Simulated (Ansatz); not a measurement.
Set up this calculation in Ansatz 0.2.0, as the native input.

```yaml
Task: relaxation of cell and atoms
Functional: PBE
Potentials_or_basis: Ansatz PAW
Cutoff: "420 eV (not typed: the program's choice for these potentials)"
k_mesh: 8 × 8 × 4
Occupations: fermi-dirac, width 0.05 eV
Spin: no spin polarisation
Hubbard_terms: Ti d U = 5 eV
Hubbard_projectors: ortho-atomic (the default)
Double_counting: fll (the default)
```

Crystal: TiTe2.

```xyz
3
Lattice="3.7770 0.0000 0.0000 -1.8885 3.2710 0.0000 0.0000 0.0000 6.4980" Properties=species:S:1:pos:R:3 pbc="T T T"
Te    0.0000    2.1807    4.7903
Te    1.8885    1.0903    1.7077
Ti    0.0000    0.0000    0.0000
```

These files were run (other wordings do the same):

input.yaml

```yaml
crystal:
  lattice:
    - [3.777, 0.0, 0.0]
    - [-1.8885, 3.2709779501, 0.0]
    - [0.0, 0.0, 6.498]
  atoms:
    - { symbol: Te, position: [0.3333333333, 0.6666666667, 0.7372] }
    - { symbol: Te, position: [0.6666666667, 0.3333333333, 0.2628] }
    - { symbol: Ti, position: [0.0, 0.0, 0.0] }
hamiltonian:
  xc: pbe
  pseudopotentials: { kind: paw }
  hubbard: { sites: [{ species: Ti, l: d, u_eff: 5.0 }] }
kpoints:
  mp_grid: { grid: [8, 8, 4] }
scf:
  occupations: { method: fermi_dirac, width: 0.05 }
output:
  forces: true
  stress: true
  eigenvalues: true
  write_density: true
  write_potential: true
  elf: true
  volumetric_format: npy
relax:
  f_tol: 0.01
  max_steps: 40
  cell: { stress_tol: 0.05 }
```

Potentials or basis: Ansatz PAW.

Run with:

```console
$ ansatz run input.yaml --threads 2 --pin off --max-ram 5632MiB --backend cpu --events-out ev --progress --plain --runs-dir out
```

Results of the run:

```json
{"Relaxed volume": "34.79 Å³/atom", "Relaxed cell": "a = 4.006 Å, b = 4.006 Å, c = 7.508 Å, α = 90.00°, β = 90.00°, γ = 120.00°", "Space group after relaxing (to 0.05 Å)": "P-3m1 (No. 164)", "Energy gained by relaxing": "87.4 meV/atom", "Ionic steps": "12", "Pressure after relaxing": "0.0 GPa", "Band gap on the k mesh": "0.56 eV, indirect (least direct gap 0.79 eV)"}
```

Caveat: the volume moved by over 15 % at a fixed basis, so the end points are rough; the plane-wave basis is chosen anew once the cell has moved, so the energies of steps on either side of that aren't comparable; spin-orbit coupling is left out, which moves the levels of the heavy elements; this functional lacks dispersion, which binds the layers, so the pressure and a relaxed spacing across them are unreliable, and here the layers came unbound; the U is typed as a test and isn't derived for this compound.

It took 37 s on 2 threads of Arm Neoverse V2, with other jobs on the host, peak memory 0.49 GiB.
